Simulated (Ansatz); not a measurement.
The system is Al.

```
Al
1.0
     0.00000    2.02481    2.02481
     2.02481    0.00000    2.02481
     2.02481    2.02481    0.00000
Al
1
Cartesian
  0.0000 0.0000 0.0000
```

- Program: Ansatz 0.2.0
- Task: relaxation of cell and atoms
- Functional: RPBE
- Dispersion: D4
- Potentials or basis: all-electron LAPW, scalar-relativistic
- Basis error allowed: 0.001 eV/atom
- k mesh: 11 × 11 × 11
- Occupations: fermi-dirac, width 0.05 eV
- Spin: no spin polarisation

At the start: volume 16.60 Å³/atom.

How do energy, volume and symmetry change on relaxing?

Over 5 steps the energy falls by 16.2 meV/atom and the volume is 15.61 Å³/atom (-6.0 %); space group Fm-3m (No. 225, to 0.05 Å).

The path:
| step | energy change (eV) | largest force (eV/Å) | volume (Å³) |
| --- | --- | --- | --- |
| 1 | 0.0000 | 0.0000 | 16.60 |
| 2 | -0.0155 | 0.0000 | 15.42 |
| 3 | -0.0161 | 0.0000 | 15.63 |
| 4 | -0.0161 | 0.0000 | 15.61 |
| 5 | -0.0162 | 0.0000 | 15.61 |

Final structure:
```xyz
1
Lattice="0.0000 1.9835 1.9835 1.9835 0.0000 1.9835 1.9835 1.9835 0.0000" Properties=species:S:1:pos:R:3 pbc="T T T"
Al    0.0000    0.0000    0.0000
```

The cell as given is a measured one (16.60 Å³/atom); RPBE+D4 puts the equilibrium volume -6.0 % from it, thermal expansion not counted.
